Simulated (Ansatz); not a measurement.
## Relaxing BAs

Computed with DFT PBE, scalar-relativistic, plane waves, PAW in Ansatz. Cutoff 420 eV, Γ-centred k mesh, Gaussian smearing, no spin polarisation in the final step.

BAs was placed on the NaTl (B32) structure type (Fd-3m, No. 227), with B in place of Na, As in place of Tl, at a guessed volume.

```yaml
crystal:
  lattice:
    - [0.00000, 3.07377, 3.07377]
    - [3.07377, 0.00000, 3.07377]
    - [3.07377, 3.07377, 0.00000]
  atoms:
    - { symbol: B, position: [0.50000, 0.50000, 0.50000] }
    - { symbol: B, position: [0.75000, 0.75000, 0.75000] }
    - { symbol: As, position: [0.00000, 0.00000, 0.00000] }
    - { symbol: As, position: [0.25000, 0.25000, 0.25000] }
```

Cell and atoms relax at zero pressure; the relaxation can't lower the symmetry of the start. After a coarse first stage the cell is made exact in the group found at 0.06 Å.

Formation energies are uncorrected and refer to the elements' standard structures at the same level.

Task: What does it relax into?

Result: It keeps Fd-3m (No. 227). The result has the NaTl (B32) structure. Conventional cell: a = 5.998 Å. B has 4 B at 2.60 Å, 4 As at 2.60 Å and 6 As at 3.00 Å; around As lie 4 As at 2.60 Å, 4 B at 2.60 Å and 6 B at 3.00 Å.

```xyz
4
Lattice="0.0000 2.9988 2.9988 2.9988 0.0000 2.9988 2.9988 2.9988 0.0000" Properties=species:S:1:pos:R:3 pbc="T T T"
B     2.9988    2.9988    2.9988
B     4.4981    4.4981    4.4981
As    0.0000    0.0000    0.0000
As    1.4994    1.4994    1.4994
```

Task: What are its volume, energy, density and gap?

Result: The volume per atom is 13.48 Å³. The density is 5.28 g/cm³. The energy over the elements is 1.69 eV/atom and the gap on the 14×14×14 mesh is 0 eV (a metal).

The final run used a 14×14×14 mesh on its 4-atom cell and 0.10 eV smearing. The k mesh leaves about 4 meV/atom of noise in metals. Symmetry constrained the relaxation, so the result can be a saddle point.

This form isn't the usual stable structure of the compound.

Cost: 3 runs of about 0.56 core-minutes in all, on Arm Neoverse V2 (shared hosts).